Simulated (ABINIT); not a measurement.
A run of ABINIT 10.8.3 (patched build) is set up as follows.

File run.abi:

```
# Datasets: ground state, then fixed potential
ndtset 2

# Pseudopotentials
pp_dirpath "./"
pseudos "Ti.LDA_PW-JTH.xml, O.LDA_PW-JTH.xml"

# Structure
acell 5.4582037439 5.4582037439 5.4582037439 Angstrom
rprim
    -0.3466525049     0.3466525049     0.8715871051
     0.3466525049    -0.3466525049     0.8715871051
     0.3466525049     0.3466525049    -0.8715871051
ntypat 2
znucl 22 8
natom 6
typat 1 1 2 2 2 2
xred
     0.7500000000     0.2500000000     0.5000000000
     0.0000000000     0.0000000000     0.0000000000
     0.7919000000     0.7919000000     0.0000000000
     0.5419000000     0.0419000000     0.5000000000
     0.9581000000     0.4581000000     0.5000000000
     0.2081000000     0.2081000000     0.0000000000

# Plane-wave basis
ecut 28.0
pawecutdg 50.0

# Exchange and correlation
ixc -208012
usekden 1
pawxcdev 0

# Bands and occupations
occopt 3
tsmear 0.00183747

# SCF cycle
nstep 100
diemix 0.3
optforces 0
optstress 0

# Output
iomode 3
prtwf 0
prteig 0
prtebands 0
enunit 1
prtden1 1
prtkden1 1

# Dataset 1
kptopt1 1
ngkpt1 6 6 6
nshiftk1 1
shiftk1 0.0 0.0 0.0
nband1 29
tolvrs1 1.0e-7

# Dataset 2: bands along G-X-Y-S-G-Z-S1-N-P-Y1-Z
iscf2 -2
getden2 1
getkden2 1
nband2 35
nbdbuf2 4
tolwfr2 1.0e-11
kptopt2 -10
ndivsm2 5
prteig2 1
kptbounds2
     0.0000000000     0.0000000000     0.0000000000
     0.0000000000     0.0000000000     0.5000000000
    -0.0790928267     0.0790928267     0.5000000000
    -0.2895464134     0.2895464134     0.2895464134
     0.0000000000     0.0000000000     0.0000000000
     0.5000000000     0.5000000000    -0.5000000000
     0.2895464134     0.7104535866    -0.2895464134
     0.0000000000     0.5000000000     0.0000000000
     0.2500000000     0.2500000000     0.2500000000
     0.5000000000     0.5000000000    -0.0790928267
     0.5000000000     0.5000000000    -0.5000000000
```

Potentials or basis: JTH PAW LDA v2.0.

Launch:

```console
$ mpirun --bind-to none -np 4 abinit run.abi > log 2>&1
```

Task: Predict the band gap along the path.

Result: 2.86 eV, indirect (least direct gap 3.19 eV).

Task: Predict the band gap on the k mesh.

Result: 2.90 eV, indirect (least direct gap 3.20 eV).

Levels at the corners of the path, in eV from the valence-band top:
```csv
point,band 22,band 23,band 24,band 25,band 26,band 27
Γ,-0.80,-0.42,-0.42,2.86,3.46,4.59
X,-1.85,-0.04,-0.04,3.91,3.91,4.28
Y,-1.72,-0.08,-0.08,3.88,3.88,4.23
S,-0.92,-0.87,-0.76,3.88,4.04,4.05
Γ,-0.80,-0.42,-0.42,2.86,3.46,4.59
Z,-1.24,-0.15,-0.15,3.15,3.15,4.39
S1,-0.92,-0.87,-0.76,3.88,4.04,4.05
N,-0.90,-0.79,-0.68,3.90,4.00,4.14
P,-1.50,-0.18,-0.18,4.07,4.07,4.13
Y1,-1.72,-0.08,-0.08,3.88,3.88,4.23
Z,-1.24,-0.15,-0.15,3.15,3.15,4.39
```

Caveat: the constant c of TB-mBJ comes from the pseudo density here, which moves gaps by up to 0.3 eV between sets of potentials; the atomic spheres overlap.
